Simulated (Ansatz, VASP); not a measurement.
# N in VASP and in Ansatz

The input INCAR:

```
PREC = Accurate ; ENCUT = 520
EDIFF = 1E-6 ; ISMEAR = 0
SIGMA = 0.1 ; LREAL = False
LASPH = True ; NELM = 100
ALGO = Normal ; ISIF = 2
LWAVE = False ; LCHARG = False
GGA = PE ; NBANDS = 18
```

KPOINTS

```
regular mesh
0
Gamma
  4 4 4
```

File POSCAR:

```
N
1.0
    5.6490000000      0.0000000000      0.0000000000
    0.0000000000      5.6490000000      0.0000000000
    0.0000000000      0.0000000000      5.6490000000
N
4
Direct
    0.0300000000      0.0300000000      0.0300000000
    0.4700000000      0.9700000000      0.5300000000
    0.5300000000      0.4700000000      0.9700000000
    0.9700000000      0.5300000000      0.4700000000
```

Input for Ansatz:

```yaml
crystal:
  lattice:
    - [5.649, 0.0, 0.0]
    - [0.0, 5.649, 0.0]
    - [0.0, 0.0, 5.649]
  atoms:
    - { symbol: "N", position: [0.03, 0.03, 0.03] }
    - { symbol: "N", position: [0.47, 0.97, 0.53] }
    - { symbol: "N", position: [0.53, 0.47, 0.97] }
    - { symbol: "N", position: [0.97, 0.53, 0.47] }
basis:
  ecutwfc: 420
kpoints:
  mp_grid: { grid: [4, 4, 4] }
hamiltonian:
  xc: pbe
scf:
  occupations: { method: gaussian, width: 0.1 }
output:
  forces: true
  stress: true
  eigenvalues: true
```

Alike in both runs: task single point; functional PBE; k mesh 4 × 4 × 4; occupations gaussian, width 0.1 eV; no spin polarisation.

|  | VASP | Ansatz |
| --- | --- | --- |
| version | VASP 6.6.1 | Ansatz 0.2.0 |
| potentials or method | VASP PAW PBE potentials, release 64 (N) | scalar-relativistic, plane waves, PAW |
| plane-wave cutoff (eV) | 520 | 420 |
| valence electrons in the cell | 20 | 20 |

VASP gave:

```
gap on the k mesh at the Fermi level (eV) : none
pressure (GPa)                            : -3.9
rms of the force components (eV/Å)        : 0.208
```

Problem. Which values does Ansatz return?

Solution. gap on the k mesh at the Fermi level (eV): none; pressure (GPa): -3.9; rms of the force components (eV/Å): 0.209.

Atom by atom the forces differ by 0.001 eV/Å (rms over components). A gap of «none» marks a metal or a gap that the smearing closes.
